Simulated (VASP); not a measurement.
## P in VASP: convergence with PREC

Input of the first run (PREC Low); the others differ in this setting and in those tied to it:

Contents of INCAR:

```
SYSTEM = P
PREC = Low
ENCUT = 520
EDIFF = 1E-6
ISMEAR = 0
SIGMA = 0.02
LREAL = .False.
LASPH = .True.
NELM = 80
ALGO = Fast
ISIF = 2
LWAVE = .False.
LCHARG = .False.
GGA = PE
```

KPOINTS

```
Automatic mesh
0
Gamma
  3 3 4
  0 0 0
```

POSCAR

```
P
1.0
    4.8279678941     -4.2924736644      0.0000000000
    4.8279678941      4.2924736644      0.0000000000
   -0.0237225834      0.0000000000      5.5806204931
P
8
Direct
    0.7733260000      0.5195390000      0.2501280000
    0.4812320000      0.2265320000      0.7470430000
    0.2268390000      0.4807170000      0.7472340000
    0.5193920000      0.7739040000      0.2554660000
    0.2819770000      0.2863420000      0.4282600000
    0.7138260000      0.7156310000      0.5708300000
    0.1551340000      0.1591200000      0.7489440000
    0.8432460000      0.8434980000      0.2485450000
```

Potentials or basis: VASP PAW PBE potentials, release 64 (P).

Command:

```sh
$ cat potpaw_PBE.64/P/POTCAR > POTCAR
$ mpirun -np 1 vasp_std > vasp.out
```

The cell isn't the ideal one: atoms moved at random, drawn with an rms of 0.02 Å.

This isn't the form of P at room conditions, which is orthorhombic.

Hardware: 1 thread of Intel(R) Xeon(R) Platinum 8559C (Emerald Rapids), with other jobs on the host.

```
    PREC  energy less the tightest run, at zero smearing (meV/atom)  largest force (eV/Å)  SCF cycles  CPU time (s)  peak memory (GiB)
     Low                                                      -0.03                 0.661          22            40               0.18
  Medium                                                       0.00                 0.657          20            36               0.18
  Single                                                       0.00                 0.662          20            67               0.19
  Normal                                                       0.01                 0.660          20            36               0.23
    High                                                       0.01                 0.658          20            67                0.2
Accurate                                                       0.00                 0.659          20            75               0.32
```

Against the tightest run, the energy stays within 1 meV/atom from Low on; the largest force stays within 0.005 eV/Å from Low on. The tightest run that finished is the yardstick and may itself not be fully converged.
